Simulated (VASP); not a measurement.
# GaSb (F-43m) in VASP: further runs

Aim: see how the results for GaSb move with the level of theory and the settings. Levels: PBE, B3LYP. Tasks: single point, relaxation of cell and atoms.

Program: VASP 6.6.1. These are calculated values, not measurements. Logs are shortened: lines on timing, memory, paths and dates and some standing lists are left out, and cuts for length are marked.

**What was measured.**

From a printed reference work, data compilation, for a bulk crystal of GaSb at 4.2 K: band gap 0.811 eV (direct).

The runs below are set against these values where they give the same quantity.

## (1) The structure

Symmetry: F-43m, No. 216, cubic system. Conventional cell: a = 6.118 Å, b = 6.118 Å, c = 6.118 Å, α = 90.00°, β = 90.00°, γ = 90.00°. Around Sb (site symmetry -43m) lie 4 Ga at 2.65 Å. Ga (site symmetry -43m) is surrounded by 4 Sb at 2.65 Å.

## (2) Single point, PBE

File INCAR:

```
PREC     = Accurate       # precision mode
ENCUT    = 520            # plane-wave cutoff, eV
EDIFF    = 1E-6           # SCF threshold, eV
ISMEAR   = 0              # smearing method
SIGMA    = 0.026000000000000002 # smearing width, eV
LREAL    = F              # projectors in reciprocal space
LASPH    = T              # aspherical terms in the spheres
NELM     = 60             # most SCF steps
ALGO     = Normal         # electronic algorithm
ISIF     = 2              # what is computed and relaxed
LWAVE    = F              # write WAVECAR
LCHARG   = F              # write CHGCAR
GGA      = PE             # functional
NBANDS   = 16             # bands
```

File KPOINTS:

```
regular mesh
0
Gamma
  8 8 8
```

File POSCAR:

```
GaSb
1.0
    0.0000000000      3.0590000000      3.0590000000
    3.0590000000      0.0000000000      3.0590000000
    3.0590000000      3.0590000000      0.0000000000
Sb Ga
1 1
Direct
    0.7500000000      0.7500000000      0.7500000000
    0.0000000000      0.0000000000      0.0000000000
```

Potentials or basis: VASP PAW PBE potentials, release 64 (Sb, Ga_d).

Command:

```bash
$ cat potpaw_PBE.64/Sb/POTCAR potpaw_PBE.64/Ga_d/POTCAR > POTCAR
$ mpirun -np 1 vasp_std > vasp.out
```

OUTCAR:

```text
PREC = Accurate
   ENCUT = 520
   EDIFF = 1E-6
   ISMEAR = 0
   LREAL = F
   LASPH = T
   NELM = 60
   ISIF = 2
   GGA = PE

 ion  position               nearest neighbor table
   1  0.750  0.750  0.750-   2 2.65   2 2.65   2 2.65   2 2.65
   2  0.000  0.000  0.000-   1 2.65   1 2.65   1 2.65   1 2.65

  LATTYP: Found a face centered cubic cell.
 ALAT       =     6.1180000000

  Lattice vectors:

 A1 = (   0.0000000000,   3.0590000000,   3.0590000000)
 A2 = (   3.0590000000,   0.0000000000,   3.0590000000)
 A3 = (   3.0590000000,   3.0590000000,   0.0000000000)

Analysis of symmetry for initial positions (statically):
=====================================================================
 Subroutine PRICEL returns:
 Original cell was already a primitive cell.

 Routine SETGRP: Setting up the symmetry group for a
 face centered cubic supercell.

 Subroutine GETGRP returns: Found 24 space group operations
 (whereof 24 operations were pure point group operations)
 out of a pool of 48 trial point group operations.

The static configuration has the point symmetry T_d .

Analysis of symmetry for dynamics (positions and initial velocities):
=====================================================================
 Subroutine PRICEL returns:
 Original cell was already a primitive cell.

 Routine SETGRP: Setting up the symmetry group for a
 face centered cubic supercell.

 Subroutine GETGRP returns: Found 24 space group operations
 (whereof 24 operations were pure point group operations)
 out of a pool of 48 trial point group operations.

The dynamic configuration has the point symmetry T_d .

 Subroutine INISYM returns: Found 24 space group operations
 (whereof 24 operations are pure point group operations),
 and found     1 'primitive' translations

----------------------------------------------------------------------------------------

                                     Primitive cell

  volume of cell :      57.2491

  direct lattice vectors                    reciprocal lattice vectors
     0.000000000  3.059000000  3.059000000    -0.163452109  0.163452109  0.163452109
     3.059000000  0.000000000  3.059000000     0.163452109 -0.163452109  0.163452109
     3.059000000  3.059000000  0.000000000     0.163452109  0.163452109 -0.163452109

  length of vectors
     4.326079287  4.326079287  4.326079287     0.283107357  0.283107357  0.283107357

  position of ions in fractional coordinates (direct lattice)
     0.750000000  0.750000000  0.750000000
     0.000000000  0.000000000  0.000000000

  ion indices of the primitive-cell ions
   primitive index   ion index
                 1           1
                 2           2

----------------------------------------------------------------------------------------

 KPOINTS: regular mesh

Automatic generation of k-mesh.
 Grid dimensions read from file:
 generate k-points for:    8    8    8

 Generating k-lattice:

  Cartesian coordinates                     Fractional coordinates (reciprocal lattice)
    -0.020431514  0.020431514  0.020431514     0.125000000  0.000000000  0.000000000
     0.020431514 -0.020431514  0.020431514     0.000000000  0.125000000  0.000000000
     0.020431514  0.020431514 -0.020431514     0.000000000  0.000000000  0.125000000

  Length of vectors
     0.035388420  0.035388420  0.035388420

  Shift w.r.t. Gamma in fractional coordinates (k-lattice)
     0.000000000  0.000000000  0.000000000

 Subroutine IBZKPT returns following result:
 ===========================================

 Found     29 irreducible k-points:

 Following reciprocal coordinates:
            Coordinates               Weight
  0.000000  0.000000  0.000000      1.000000
  0.125000  0.000000  0.000000      8.000000
  0.250000  0.000000  0.000000      8.000000
  0.375000  0.000000  0.000000      8.000000
  0.500000  0.000000  0.000000      4.000000
  0.125000  0.125000  0.000000      6.000000
[... 16 lines left out ...]
  0.500000  0.250000  0.125000     48.000000
 -0.375000  0.250000  0.125000     24.000000
 [... further k-points ...]
   k-points           NKPTS =     29   k-points in BZ     NKDIM =     29   number of bands    NBANDS=     16
   number of dos      NEDOS =    301   number of ions     NIONS =      2
   total plane-waves  NPLWV =  32768
   dimension x,y,z NGX =    32 NGY =   32 NGZ =   32
   dimension x,y,z NGXF=    64 NGYF=   64 NGZF=   64
   ions per type =               1   1
   NGX,Y,Z   is equivalent  to a cutoff of  12.30, 12.30, 12.30 a.u.
   NGXF,Y,Z  is equivalent  to a cutoff of  24.59, 24.59, 24.59 a.u.
 SYSTEM =  unknown system
   PREC   = accura    normal or accurate (medium, high low for compatibility)
   ISTART =      0    job   : 0-new  1-cont  2-samecut
   ICHARG =      2    charge: 1-file 2-atom 10-const
   ISPIN  =      1    spin polarized calculation?
   LNONCOLLINEAR =      F non collinear calculations
   LSORBIT =      F    spin-orbit coupling
   LASPH  =      T    aspherical Exc in radial PAW
   ENCUT  =  520.0 eV  38.22 Ry    6.18 a.u.   8.04  8.04  8.04*2*pi/ulx,y,z
   NELM   =     60;   NELMIN=  2; NELMDL= -5     # of ELM steps
   EDIFF  = 0.1E-05   stopping-criterion for ELM
   LREAL  =      F    real-space projection
   EDIFFG = 0.1E-04   stopping-criterion for IOM
   NSW    =      0    number of steps for IOM
   IBRION =     -1    ionic relax: 0-MD 1-quasi-New 2-CG
   NFREE  =      0    steps in history (QN), initial steepest desc. (CG)
   ISIF   =      2    stress and relaxation
   ISYM   =      2    0-nonsym 1-usesym 2-fastsym
   POTIM  = 0.5000    time-step for ionic-motion
   TEBEG  =    0.0;   TEEND  =   0.0 temperature during run
   PSTRESS=    0.0 pullay stress
   NELECT =      18.0000    total number of electrons
   NUPDOWN=      -1.0000    fix difference up-down
   EMIN   =  10.00;   EMAX   =-10.00  energy-range for DOS
   EFERMI =   0.00;   METHOD = LEGACY
   ISMEAR =     0;   SIGMA  =   0.03  broadening in eV -4-tet -1-fermi 0-gaus
   EFERMI_NEDOS =   21; number of points for ismear=-14 and -15
   IALGO  =     38    algorithm
   IMIX   =      4    mixing-type and parameters
     AMIX     =   0.40;   BMIX     =  1.00
     AMIX_MAG =   1.60;   BMIX_MAG =  1.00
  volume/ion in A,a.u.               =      28.62       193.17
  Fermi-wavevector in a.u.,A,eV,Ry     =   1.113208  2.103657 16.860766  1.239231
  Thomas-Fermi vector in A             =   2.249790
   LORBIT       =      0    0 simple, 1 ext, 2 COOP (PROOUT), +10 PAW based schemes
   GGA     = PE    functional components
   LHFCALC =     F    Hartree Fock is set to
   AEXX    =    0.0000 exact exchange contribution
   IVDW    =     0    specifies the selected vdW correction
   LEPSILON=     F    determine dielectric tensor
   LRPA    =     F    only Hartree local field effects (RPA)
 non-spin polarized calculation
 Gauss-broadening in eV      SIGMA  =   0.03
  energy-cutoff  :      520.00
  volume of cell :       57.25
 maximum number of plane-waves:      1572
   NGX = 17   NGY = 17   NGZ = 17

 number of electron      17.9999986 magnetization

 Free energy of the ion-electron system (eV)
  ---------------------------------------------------
  ext. energy  EPLUGINS =         0.00000000
  ---------------------------------------------------
  free energy    TOTEN  =        -7.34583827 eV

  energy without entropy =       -7.34577948  energy(sigma->0) =       -7.34580887

 E-fermi :   4.8960     XC(G=0):  -9.0882

 val. band max:        4.8713365809   @ k =   0.0000   0.0000   0.0000
 cond. band min:       4.9072141650   @ k =   0.0000   0.0000   0.0000
 fundamental gap:      0.0358775841
 Fermi energy:         4.8959702563

 k-point     1 :       0.0000    0.0000    0.0000
  band No.  band energies     occupation
      1     -10.1652      2.00000
      2     -10.1652      2.00000
      3     -10.1652      2.00000
      4     -10.1155      2.00000
      5     -10.1155      2.00000
      6      -6.6051      2.00000
[... 8 lines left out ...]
     15      13.4627      0.00000
     16      13.4627      0.00000

 k-point     2 :       0.1250    0.0000    0.0000
  band No.  band energies     occupation
      1     -10.1693      2.00000
      2     -10.1634      2.00000
      3     -10.1634      2.00000
      4     -10.1157      2.00000
      5     -10.1157      2.00000
      6      -6.4451      2.00000
[... 8 lines left out ...]
     15      12.6684      0.00000
     16      12.6684      0.00000

 k-point     3 :       0.2500    0.0000    0.0000
  band No.  band energies     occupation
      1     -10.1792      2.00000
      2     -10.1593      2.00000
      3     -10.1593      2.00000
      4     -10.1159      2.00000
      5     -10.1159      2.00000
      6      -5.9896      2.00000
[... 8 lines left out ...]
     15      12.4541      0.00000
     16      12.4541      0.00000

 k-point     4 :       0.3750    0.0000    0.0000
  band No.  band energies     occupation
      1     -10.1888      2.00000
      2     -10.1558      2.00000
      3     -10.1558      2.00000
      4     -10.1156      2.00000
      5     -10.1156      2.00000
      6      -5.3578      2.00000
[... 8 lines left out ...]
     15      13.4095      0.00000
     16      13.4095      0.00000
[... 324 lines left out ...]
 k-point    22 :       0.3750    0.2500    0.1250
  band No.  band energies     occupation
      1     -10.1890      2.00000
      2     -10.1546      2.00000
      3     -10.1532      2.00000
      4     -10.1195      2.00000
      5     -10.1142      2.00000
      6      -5.5921      2.00000
[... 8 lines left out ...]
     15      13.9425      0.00000
     16      14.1647      0.00000

 k-point    23 :       0.5000    0.2500    0.1250
  band No.  band energies     occupation
      1     -10.1954      2.00000
      2     -10.1521      2.00000
      3     -10.1498      2.00000
      4     -10.1194      2.00000
      5     -10.1146      2.00000
      6      -4.9866      2.00000
[... 8 lines left out ...]
     15      13.6364      0.00000
     16      15.0432      0.00000

 k-point    24 :      -0.3750    0.2500    0.1250
  band No.  band energies     occupation
      1     -10.1979      2.00000
      2     -10.1515      2.00000
      3     -10.1484      2.00000
      4     -10.1186      2.00000
      5     -10.1153      2.00000
      6      -4.6266      2.00000
[... 8 lines left out ...]
     15      14.5290      0.00000
     16      15.0416      0.00000

 [... further k-points ...]
[... 5 lines left out ...]
  --------------------------------------------------------------------------------------
  -------------------------------------------------------------------------------------
  Total        0.8483546      0.8483546      0.8483546     -0.0000000     -0.0000000     -0.0000000
  in kB       23.7421240     23.7421240     23.7421240     -0.0000000     -0.0000000     -0.0000000
  external PRESSURE =      23.7421240 kB  Pullay stress =       0.0000000 kB

 VOLUME and BASIS-vectors are now :
 -----------------------------------------------------------------------------
  energy-cutoff  :      520.00
  volume of cell :       57.25
      direct lattice vectors                 reciprocal lattice vectors
     0.000000000  3.059000000  3.059000000    -0.163452109  0.163452109  0.163452109
     3.059000000  0.000000000  3.059000000     0.163452109 -0.163452109  0.163452109
     3.059000000  3.059000000  0.000000000     0.163452109  0.163452109 -0.163452109

 POSITION                                       TOTAL-FORCE (eV/Angst)
 -----------------------------------------------------------------------------------
      4.58850      4.58850      4.58850         0.000000      0.000000      0.000000
      0.00000      0.00000      0.00000        -0.000000     -0.000000     -0.000000
 -----------------------------------------------------------------------------------
    total drift:                               -0.000002     -0.000002     -0.000002

  FREE ENERGIE OF THE ION-ELECTRON SYSTEM (eV)
  ---------------------------------------------------
  free  energy   TOTEN  =        -7.3458382660 eV

  energy  without entropy=       -7.3457794772  energy(sigma->0) =       -7.34580887
```

Run time: 20 s. Hardware: 1 thread of Intel Xeon Platinum 8488C (Sapphire Rapids), shared host; peak memory 0.18 GiB.

What came out:

* Free energy: -7.3458 eV
* Pressure: 2.4 GPa
* Band gap on the k mesh: 0.04 eV, direct

Caveat: spin-orbit coupling is left out, which moves the levels of the heavy elements.

(Continued in part 2 of 2.)
